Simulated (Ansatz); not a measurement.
C: equation of state with rPW86-PBE

**Experimental background.**

From “Equation of state of cubic boron nitride at high pressures and temperatures”, 2007, arxiv:cond-mat/0702656, for a bulk crystal of C: bulk modulus 442 ± 5 GPa.

Crystal: C.

```xyz
2
Lattice="0.0000 1.7834 1.7834 1.7834 0.0000 1.7834 1.7834 1.7834 0.0000" Properties=species:S:1:pos:R:3 pbc="T T T"
C     2.6751    2.6751    2.6751
C     1.7834    1.7834    1.7834
```

This isn't the form of C at room conditions, which is graphite.

- Program: Ansatz 0.2.0
- Task: equation of state
- Functional: rPW86-PBE
- Potentials or basis: Ansatz PAW
- Cutoff: 420 eV
- Density cutoff: 1680 eV
- k mesh: 13 × 13 × 13
- Occupations: fermi-dirac, width 0.05 eV
- Spin: no spin polarisation

```yaml
Equilibrium_volume: 5.79 Å³/atom
Bulk_modulus: 416 GPa
Pressure_derivative_of_the_bulk_modulus: 3.7
```

Energy against volume, from the lowest point:
| volume (Å³/atom) | energy (meV/atom) |
| --- | --- |
| 5.332 | 53.26 |
| 5.445 | 29.14 |
| 5.558 | 12.71 |
| 5.672 | 3.16 |
| 5.785 | 0.00 |
| 5.899 | 2.61 |
| 6.012 | 10.52 |

All runs of the series together: 5.4 s on 2 threads of Intel(R) Xeon(R) Platinum 8259CL CPU @ 2.50GHz (Skylake/Cascade Lake), on a shared host.

Measured bulk modulus of C: 442 GPa (quoted in “Equation of state of cubic boron nitride at high pressures and temperatures”, 2007, arxiv:cond-mat/0702656). This calculation gives 416 GPa (-5.9 %). 3 values of this kind are on record (442 to 444.8 GPa); this one was drawn at random among those near their median, those with a stated uncertainty first. The fit is for a static lattice scaled at fixed shape and fixed fractional positions. The cell as given is a measured one (5.67 Å³/atom); rPW86-PBE puts the equilibrium volume +2.1 % from it, thermal expansion not counted.

Caveat: the potentials were made for another functional, which shifts forces and pressure.
